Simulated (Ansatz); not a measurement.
Crystal: CsPbCl3.

```
Pb Cs Cl
1.0
     5.60500    0.00000    0.00000
     0.00000    5.60500    0.00000
     0.00000    0.00000    5.60500
Pb Cs Cl
1 1 3
Direct
  0.50000 0.50000 0.50000
  0.00000 0.00000 0.00000
  0.50000 0.00000 0.50000
  0.00000 0.50000 0.50000
  0.50000 0.50000 0.00000
```

| Quantity | Value |
| --- | --- |
| Program | Ansatz 0.2.0 |
| Task | single point |
| Functional | PBE |
| Potentials or basis | all-electron LAPW, scalar-relativistic |
| Cutoff | 209 eV (chosen from the basis error) |
| Basis error allowed | 0.001 eV/atom |
| k mesh | 5 × 5 × 5 |
| Occupations | fermi-dirac, width 0.05 eV |
| Spin | no spin polarisation |

On this cell: pressure 1.7 GPa; largest force zero by symmetry; band gap on the k mesh 2.95 eV, direct.

The same run follows on a disturbed copy (atoms moved at random, drawn with an rms of 0.05 Å):

```xyz
5
Lattice="5.6050 0.0000 0.0000 0.0000 5.6050 0.0000 0.0000 0.0000 5.6050" Properties=species:S:1:pos:R:3 pbc="T T T"
Pb    2.7677    2.7951    2.8029
Cs   -0.0388    0.0045    0.0052
Cl    2.7867    0.0181    2.8339
Cl   -0.0175    2.8059    2.8068
Cl    2.8104    2.8212    0.0149
```

Task: What changes?

Result: The energy moves by +0.3 meV/atom; pressure 1.7 GPa; largest force 0.096 eV/Å; band gap on the k mesh 2.93 eV, direct.

Forces on the atoms (eV/Å):
```
Pb   0.049  0.071  0.041
Cs  -0.001 -0.003 -0.002
Cl  -0.003 -0.067 -0.003
Cl  -0.041  0.000 -0.001
Cl  -0.004 -0.001 -0.036
```

Caveats: spin-orbit coupling is left out, which as a rule narrows the gap of such compounds by several tenths of an eV; an odd mesh through Γ misses points on the zone boundary, where band edges often lie.
